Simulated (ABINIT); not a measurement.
# Si (Pm-3m) in ABINIT: settings compared

The runs below take Si through single point, with AM05, LDA, LDA-PZ.

Program: ABINIT 10.8.3 (patched build). These are calculated values, not measurements. Logs are shortened: lines on timing, memory, paths and dates and some standing lists are left out, and cuts for length are marked. The log counts tension as positive stress, the text compression.

**1. The crystal as given**

Symmetry: Pm-3m, No. 221, cubic system. Conventional cell: a = 2.532 Å, b = 2.532 Å, c = 2.532 Å, α = 90.00°, β = 90.00°, γ = 90.00°. Si (site symmetry m-3m) has 6 Si at 2.53 Å as nearest neighbours.

The cell was built by a generator and needn't be a form met in nature.

**2. Single point, AM05 (cell strained at random)**

The input, run.abi:

```
pp_dirpath "./"
pseudos "Si.upf"

acell 4.8207035216 4.7642004081 4.7726175701
rprim
     0.9998861453     0.0125491647    -0.0083794379
     0.0126979970     0.9999118307    -0.0038848025
    -0.0084638639    -0.0038779511     0.9999566613
ntypat 1
znucl 14
natom 1
typat 1
xred
     0.5000000000     0.5000000000     0.5000000000
chkprim 0
chksymtnons 0
tolsym 1.0e-6

ecut 18.0

kptopt 1
ngkpt 8 8 8
nshiftk 1
shiftk 0.0 0.0 0.0

ixc -120135

nband 6
occopt 3
tsmear 0.00183747

nstep 100
tolvrs 1.0e-10

iomode 3
prtwf 0
prtden 0
prteig 0
prtebands 0
```

Potentials or basis: PseudoDojo NC SR PBEsol v0.4 stringent.

Run with:

```
> abinit run.abi > log 2>&1
```

run.abo:

```text
.Version 10.8.3 of ABINIT
 Symmetries : space group P-1 (#  2); Bravais aP (primitive triclinic)
================================================================================
 Values of the parameters that define the memory need of the present run
     intxc =       0    ionmov =       0      iscf =       7    lmnmax =       6
     lnmax =       6     mgfft =      20  mpssoang =       3    mqgrid =    3001
     natom =       1  nloc_mem =       1    nspden =       1   nspinor =       1
    nsppol =       1      nsym =       2    n1xccc =    2501    ntypat =       1
    occopt =       3   xclevel =       2
       mpw =         414          nfft =        8000          nkpt =         260
================================================================================
================================================================================

--------------------------------------------------------------------------------
------------- Echo of variables that govern the present computation ------------
--------------------------------------------------------------------------------
 -outvars: echo values of preprocessed input variables --------
            acell      4.8207035216E+00  4.7642004081E+00  4.7726175701E+00 Bohr
              amu      2.80855000E+01
          chkprim           0
      chksymtnons           0
             ecut      1.80000000E+01 Hartree
                       outvar_i_n : Printing only first  50 k-points.
              ixc     -120135
                       outvar_i_n : Printing only first  50 k-points.
         kptrlatt        8    0    0      0    8    0      0    0    8
          kptrlen      3.81136033E+01
            natom           1
            nband           6
            ngfft          20      20      20
             nkpt         260
            nstep         100
             nsym           2
           ntypat           1
                       prtocc : prtvol=0, do not print more k-points.
           occopt           3
           prtden           0
        prtebands           0
           prteig           0
            prtwf           0
            rprim      9.9988614530E-01  1.2549164700E-02 -8.3794379000E-03
                       1.2697997000E-02  9.9991183070E-01 -3.8848025000E-03
                      -8.4638639000E-03 -3.8779511000E-03  9.9995666130E-01
          spgroup           2
           tolsym      1.00000000E-06
           tolvrs      1.00000000E-10
           tsmear      1.83747000E-03 Hartree
            typat      1
                       outvars : Printing only first  50 k-points.
           xangst      1.2806764992E+00  1.2715514992E+00  1.2471404991E+00
            xcart      2.4201278394E+00  2.4028840884E+00  2.3567539838E+00
             xred      5.0000000000E-01  5.0000000000E-01  5.0000000000E-01
            znucl       14.00000

================================================================================

 chkinp: Checking input parameters for consistency.

================================================================================
== DATASET  1 ==================================================================

--- !DatasetInfo
iteration_state: {dtset: 1, }
dimensions: {natom: 1, nkpt: 260, mband: 6, nsppol: 1, nspinor: 1, nspden: 1, mpw: 414, }
cutoff_energies: {ecut:  18.0, pawecutdg:  -1.0, }
electrons: {nelect:   4.00000000E+00, charge:   0.00000000E+00, occopt:   3.00000000E+00, tsmear:   1.83747000E-03, }
meta: {optdriver: 0, ionmov: 0, optcell: 0, iscf: 7, paral_kgb: 0, }
...

 Real(R)+Recip(G) space primitive vectors, cartesian coordinates (Bohr,Bohr^-1):
 R(1)=  4.8201547  0.0604958 -0.0403948  G(1)=  0.2075098 -0.0026284  0.0017462
 R(2)=  0.0604958  4.7637804 -0.0185080  G(2)= -0.0026284  0.2099538  0.0007920
 R(3)= -0.0403948 -0.0185080  4.7724107  G(3)=  0.0017462  0.0007920  0.2095556
 Unit cell volume ucvol=  1.0955805E+02 bohr^3
 Angles (23,13,12)=  9.04509062E+01  9.09678084E+01  8.85515710E+01 degrees

 getcut: wavevector=  0.0000  0.0000  0.0000  ngfft=  20  20  20
         ecut(hartree)=     18.000   => boxcut(ratio)=   2.17329

--- Pseudopotential description ------------------------------------------------
- pspini: atom type   1  psp file is ./Si.upf
12 -116133 2 -1 1510                          pspcod,pspxc,lmax,lloc,mmax
     nproj     2     2     2

   3.14587464E+01                                ecore*ucvol(ha*bohr**3)
--------------------------------------------------------------------------------

================================================================================

--- !BeginCycle
iteration_state: {dtset: 1, }
solver: {iscf: 7, nstep: 100, nline: 4, wfoptalg: 0, }
tolerances: {tolvrs: 1.00E-10, }
...

     iter   Etot(hartree)      deltaE(h)  residm     vres2
 ETOT  1  -4.2115504366860    -4.212E+00 1.969E-01 2.289E-01
 ETOT  2  -4.2129168110647    -1.366E-03 3.016E-03 1.059E-02
 ETOT  3  -4.2129195422448    -2.731E-06 3.403E-03 1.525E-04
 ETOT  4  -4.2129195790583    -3.681E-08 1.757E-03 5.071E-06
 ETOT  5  -4.2129195800012    -9.430E-10 8.220E-04 2.409E-08
 ETOT  6  -4.2129195800052    -3.925E-12 5.868E-04 1.495E-10
 ETOT  7  -4.2129195800052    -3.286E-14 5.414E-04 7.170E-13

 At SCF step    7       vres2   =  7.17E-13 < tolvrs=  1.00E-10 =>converged.

 Cartesian components of stress tensor (hartree/bohr^3)
  sigma(1 1)=  1.18010574E-04  sigma(3 2)= -1.46638419E-05
  sigma(2 2)=  1.33879458E-04  sigma(3 1)= -1.30774769E-05
  sigma(3 3)=  1.20825123E-04  sigma(2 1)=  1.14842669E-05

--- !ResultsGS
iteration_state: {dtset: 1, }
comment   : Summary of ground state results
lattice_vectors:
- [  4.8201547,   0.0604958,  -0.0403948, ]
- [  0.0604958,   4.7637804,  -0.0185080, ]
- [ -0.0403948,  -0.0185080,   4.7724107, ]
lattice_lengths: [   4.82070,    4.76420,    4.77262, ]
lattice_angles: [ 90.451,  90.968,  88.552, ] # degrees, (23, 13, 12)
lattice_volume:   1.0955805E+02
convergence: {deltae: -3.286E-14, res2:  7.170E-13, residm:  5.414E-04, diffor: null, }
etotal    :  -4.21291958E+00
entropy   :   0.00000000E+00
fermie    :   2.43431391E-01
cartesian_stress_tensor: # hartree/bohr^3
- [  1.18010574E-04,   1.14842669E-05,  -1.30774769E-05, ]
- [  1.14842669E-05,   1.33879458E-04,  -1.46638419E-05, ]
- [ -1.30774769E-05,  -1.46638419E-05,   1.20825123E-04, ]
pressure_GPa:  -3.6552E+00
xred      :
- [  5.0000E-01,   5.0000E-01,   5.0000E-01, Si]
cartesian_forces: # hartree/bohr
- [ -0.00000000E+00,  -0.00000000E+00,  -0.00000000E+00, ]
force_length_stats: {min:   0.00000000E+00, max:   0.00000000E+00, mean:   0.00000000E+00, }
...

 Integrated electronic density in atomic spheres:
 ------------------------------------------------
 Atom  Sphere_radius  Integrated_density
    1        2.00000          1.71179919
================================================================================

 ----iterations are completed or convergence reached----

 Mean square residual over all n,k,spin=   10.054E-07; max=  54.143E-05
 reduced coordinates (array xred) for    1 atoms
       0.500000000000      0.500000000000      0.500000000000
 rms dE/dt=  0.0000E+00; max dE/dt=  0.0000E+00; dE/dt below (all hartree)
    1       0.000000000000      0.000000000000      0.000000000000

 cartesian coordinates (angstrom) at end:
    1      1.28067649920726     1.27155149915784     1.24714049908825

 cartesian forces (hartree/bohr) at end:
    1     -0.00000000000000    -0.00000000000000    -0.00000000000000
 frms,max,avg= 0.0000000E+00 0.0000000E+00   0.000E+00  0.000E+00  0.000E+00 h/b

 cartesian forces (eV/Angstrom) at end:
    1     -0.00000000000000    -0.00000000000000    -0.00000000000000
 frms,max,avg= 0.0000000E+00 0.0000000E+00   0.000E+00  0.000E+00  0.000E+00 e/A
 length scales=  4.820703521600  4.764200408100  4.772617570100 bohr
              =  2.551006442420  2.521106282431  2.525560452739 angstroms
 Fermi (or HOMO) energy (hartree) =   0.24343   Average Vxc (hartree)=  -0.38741
 Eigenvalues (hartree) for nkpt= 260  k points:
 kpt#   1, nband=  6, wtk=  0.00195, kpt=  0.0000  0.0000  0.0000 (reduced coord)
  -0.23744    0.51643    0.51882    0.52442    0.53227    0.53625
      occupation numbers for kpt#   1
   2.00000    0.00000    0.00000    0.00000    0.00000    0.00000
 prteigrs : prtvol=0 or 1, do not print more k-points.

--- !EnergyTerms
iteration_state     : {dtset: 1, }
comment             : Components of total free energy in Hartree
kinetic             :  1.52678277367524E+00
hartree             :  6.32853919236982E-02
xc                  : -1.53512473307737E+00
Ewald energy        : -4.74373612498507E+00
psp_core            :  2.87142263242186E-01
local_psp           : -4.19128627666552E-01
non_local_psp       :  6.08107931787076E-01
internal            : -4.21267112510080E+00
'-kT*entropy'       : -2.48454904387863E-04
total_energy        : -4.21291958000519E+00
total_energy_eV     : -1.14639381914777E+02
band_energy         :  2.22237768686781E-01
...

 Cartesian components of stress tensor (hartree/bohr^3)
  sigma(1 1)=  1.18010574E-04  sigma(3 2)= -1.46638419E-05
  sigma(2 2)=  1.33879458E-04  sigma(3 1)= -1.30774769E-05
  sigma(3 3)=  1.20825123E-04  sigma(2 1)=  1.14842669E-05

-Cartesian components of stress tensor (GPa)         [Pressure= -3.6552E+00 GPa]
- sigma(1 1)=  3.47199097E+00  sigma(3 2)= -4.31425122E-01
- sigma(2 2)=  3.93886965E+00  sigma(3 1)= -3.84752655E-01
- sigma(3 3)=  3.55479786E+00  sigma(2 1)=  3.37878798E-01

== END DATASET(S) ==============================================================
================================================================================

 -outvars: echo values of variables after computation  --------
            acell      4.8207035216E+00  4.7642004081E+00  4.7726175701E+00 Bohr
           etotal     -4.2129195800E+00
            fcart     -0.0000000000E+00 -0.0000000000E+00 -0.0000000000E+00
            rprim      9.9988614530E-01  1.2549164700E-02 -8.3794379000E-03
                       1.2697997000E-02  9.9991183070E-01 -3.8848025000E-03
                      -8.4638639000E-03 -3.8779511000E-03  9.9995666130E-01
           strten      1.1801057428E-04  1.3387945825E-04  1.2082512340E-04
                      -1.4663841859E-05 -1.3077476925E-05  1.1484266907E-05
           xangst      1.2806764992E+00  1.2715514992E+00  1.2471404991E+00
             xred      5.0000000000E-01  5.0000000000E-01  5.0000000000E-01
 Calculation completed.
```

Run time: 4.9 s. Hardware: 1 thread of AMD EPYC 9R45 (Zen 5), shared host; peak memory 0.06 GiB.

What came out:

```yaml
Free_energy: -114.6394 eV
Pressure: -3.7 GPa
Band_gap_on_the_k_mesh: none (metal or under the smearing width)
Valence_electrons_inside_the_program's_atomic_spheres: Si 1.71 (radii [1.0584] Å)
```

Caveat: the potentials were made for another functional, which shifts forces and pressure.

**3. Single point, LDA**

The input, run.abi:

```
# Pseudopotentials
pp_dirpath "./"
pseudos "Si.hgh"

# Structure
acell 3*1.0 Angstrom
rprim
     2.5321100000     0.0000000000     0.0000000000
     0.0000000000     2.5321100000     0.0000000000
     0.0000000000     0.0000000000     2.5321100000
ntypat 1
znucl 14
natom 1
typat 1
xcart
     2.3924972087     2.3924972087     2.3924972087

# Plane-wave basis
ecut 18.0

# k points
kptopt 1
ngkpt 8 8 8
nshiftk 1
shiftk 0.0 0.0 0.0

# Exchange and correlation
ixc 7

# Bands and occupations
nband 6
occopt 3
tsmear 0.05 eV

# SCF cycle
nstep 100
tolvrs 1.0e-10

# Output
iomode 3
prtwf 0
prtden 0
prteig 0
prtebands 0
```

Potentials or basis: HGH LDA.

Run with:

```
> abinit run.abi > log 2>&1
```

Wall time 0.62 s (1 thread of AMD EPYC 9R45 (Zen 5), shared host); peak memory 0.06 GiB.

Results (log left out):

| Quantity | Value |
| --- | --- |
| Free energy | -107.5983 eV |
| Pressure | -4.4 GPa |
| Band gap on the k mesh | none (metal or under the smearing width) |
| Valence electrons inside the program's atomic spheres | Si 1.74 (radii [1.0584] Å) |

Levels at points of the mesh, in eV from the Fermi level:
| k point | band 1 | band 2 | band 3 | band 4 | band 5 | band 6 |
| --- | --- | --- | --- | --- | --- | --- |
| (0.00, 0.00, 0.00) | -13.04 | 7.62 | 7.62 | 7.66 | 7.66 | 7.66 |
| (0.50, 0.00, 0.00) | -8.48 | -6.37 | 10.21 | 10.90 | 10.90 | 14.68 |
| (0.50, 0.50, 0.00) | -3.42 | -2.74 | -2.74 | 1.66 | 13.95 | 17.27 |
| (0.50, 0.50, 0.50) | 0.64 | 0.64 | 0.64 | 3.36 | 5.31 | 5.31 |

Caveat: HGH potentials are hard and often keep d shells in the core, so these values are rough.

**4. Single point, LDA-PZ**

The input, run.abi:

```
# Pseudopotentials
pp_dirpath "./"
pseudos "Si.upf"

# Structure
acell 3*1.0
rprim
     4.7849944174     0.0000000000     0.0000000000
     0.0000000000     4.7849944174     0.0000000000
     0.0000000000     0.0000000000     4.7849944174
ntypat 1
znucl 14
natom 1
typat 1
xcart
     1.2660550000     1.2660550000     1.2660550000 Angstrom

# Plane-wave basis
ecut 14.0

# k points
kptopt 1
ngkpt 8 8 8
nshiftk 1
shiftk 0.0 0.0 0.0

# Exchange and correlation
ixc 2

# Bands and occupations
nband 6
occopt 3
tsmear 0.05 eV

# SCF cycle
nstep 100
tolvrs 1.0e-10

# Output
iomode 3
prtwf 0
prtden 0
prteig 0
prtebands 0
enunit 2
```

Potentials or basis: PseudoDojo NC SR LDA v0.4.1 standard.

Run with:

```
> abinit run.abi > log 2>&1
```

Wall time 0.87 s (1 thread of AMD EPYC 9R45 (Zen 5), shared host); peak memory 0.06 GiB.

The run converged. Its results:

| Item | Value |
| --- | --- |
| Free energy | -115.6765 eV |
| Pressure | -3.8 GPa |
| Band gap on the k mesh | none (metal or under the smearing width) |
| Valence electrons inside the program's atomic spheres | Si 1.73 (radii [1.0584] Å) |

Levels at points of the mesh, in eV from the Fermi level:
| k point | band 1 | band 2 | band 3 | band 4 | band 5 |
| --- | --- | --- | --- | --- | --- |
| (0.00, 0.00, 0.00) | -13.03 | 7.61 | 7.61 | 7.69 | 7.69 |
| (0.50, 0.00, 0.00) | -8.48 | -6.37 | 10.21 | 10.98 | 10.98 |
| (0.50, 0.50, 0.00) | -3.42 | -2.74 | -2.74 | 1.65 | 14.12 |
| (0.50, 0.50, 0.50) | 0.64 | 0.64 | 0.64 | 3.43 | 5.30 |
